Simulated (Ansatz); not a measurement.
The cell is SnO2 on the sites of the anatase structure (relaxed group I4_1/amd); cell and atoms were relaxed with r2SCAN. It is tetragonal, I4_1/amd (No. 141); a = 3.999 Å, c = 10.203 Å in the conventional setting, 13.60 Å³ an atom. Around Sn lie 6 O at 2.05–2.08 Å; around O lie 3 Sn at 2.05–2.08 Å.

```cif
data_structure
_symmetry_space_group_name_H-M 'P 1'
_symmetry_Int_Tables_number 1
_cell_length_a 5.8327
_cell_length_b 5.8327
_cell_length_c 5.8327
_cell_angle_alpha 139.901
_cell_angle_beta 139.901
_cell_angle_gamma 58.004
_cell_volume 81.59
loop_
_atom_site_label
_atom_site_type_symbol
_atom_site_fract_x
_atom_site_fract_y
_atom_site_fract_z
_atom_site_occupancy
Sn1 Sn 0.00000 0.00000 0.00000 1
Sn2 Sn 0.75000 0.25000 0.50000 1
O1 O 0.95366 0.45366 0.50000 1
O2 O 0.20366 0.20366 0.00000 1
O3 O 0.54634 0.04634 0.50000 1
O4 O 0.79634 0.79634 0.00000 1
```

The questions ask for values computed with the plane-wave code Ansatz on this geometry. The calculation is non-magnetic, and the structure need not be a phase that has been made.

**Question.** Is there a gap with r2SCAN, and of what kind?

**Answer.** With r2SCAN the valence top lies at k = (0.188, 0.188, 0.271) and the conduction bottom at Γ, 2.33 eV higher; the smallest vertical gap, at Γ, is 2.75 eV.

**Question.** How does the gap change from r2SCAN to PBE+SOC (10×10×10)?

**Answer.** With PBE+SOC the valence top lies at P and the conduction bottom at Γ, 1.71 eV higher; the smallest vertical gap, at Γ, is 2.10 eV. The gap differs by -0.62 eV from r2SCAN's.

**Question.** Estimate the gap with HSE06 on 6×6×6.

**Answer.** HSE06 gives an indirect gap of 3.39 eV, from P to Γ; the least direct gap is 3.87 eV at Γ. The gap differs by +1.06 eV from r2SCAN's.

**Question.** Estimate the gap with PBE0 on 6×6×6.

**Answer.** PBE0 gives an indirect gap of 4.11 eV, from P to Γ; the least direct gap is 4.59 eV at Γ. The gap differs by +1.78 eV from r2SCAN's.

**Question.** What are ε∞ and the Born charges with r2SCAN?

**Answer.** The clamped-ion dielectric constant comes out as 3.73 along x and y, 3.86 along z. Born charges, averaged over directions: Sn +4.17, O -2.09 e. The program notes that the ground state's band table doesn't vouch for all the bands that the response reads.

**Question.** What do these levels agree on?

**Answer.** All these functionals give a gap of the same kind, indirect.

Only the levels marked +SOC include spin-orbit coupling.

Where an edge lies off the special points, it is a point of the mesh or the k point where a search put PBE's edge or least direct gap, reused for the other functionals, whose own edges may lie a little apart.

Coordinates of k points refer to the reciprocal vectors of the primitive cell of the runs.

PBE's own run along the path (1.71 eV) came before the search for the edges and missed one, so it isn't listed.
